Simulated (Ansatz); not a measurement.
Au:

```
Au
1.0
     0.00000    2.03500    2.03500
     2.03500    0.00000    2.03500
     2.03500    2.03500    0.00000
Au
1
Direct
  0.00000 0.00000 0.00000
```

```yaml
Program: Ansatz 0.2.0
Task: relaxation of cell and atoms
Functional: revPBE
Dispersion: D4
Potentials_or_basis: all-electron LAPW, scalar-relativistic
Basis_error_allowed: 0.001 eV/atom
k_mesh: 11 × 11 × 11
Occupations: fermi-dirac, width 0.05 eV
Spin: no spin polarisation
```

At the start: volume 16.85 Å³/atom.

Task: Where does the relaxation end?

Result: Over 4 steps the energy falls by 3.4 meV/atom and the volume is 17.19 Å³/atom (+2.0 %); space group Fm-3m (No. 225, to 0.05 Å).

Step by step:
| step | energy change (eV) | largest force (eV/Å) | volume (Å³) |
| --- | --- | --- | --- |
| 1 | 0.0000 | 0.0000 | 16.85 |
| 2 | -0.0034 | 0.0000 | 17.21 |
| 3 | -0.0034 | 0.0000 | 17.19 |
| 4 | -0.0034 | 0.0000 | 17.19 |

Final structure:
```
Au
1.0
     0.00000    2.04823    2.04823
     2.04823    0.00000    2.04823
     2.04823    2.04823    0.00000
Au
1
Direct
  0.00000 0.00000 0.00000
```
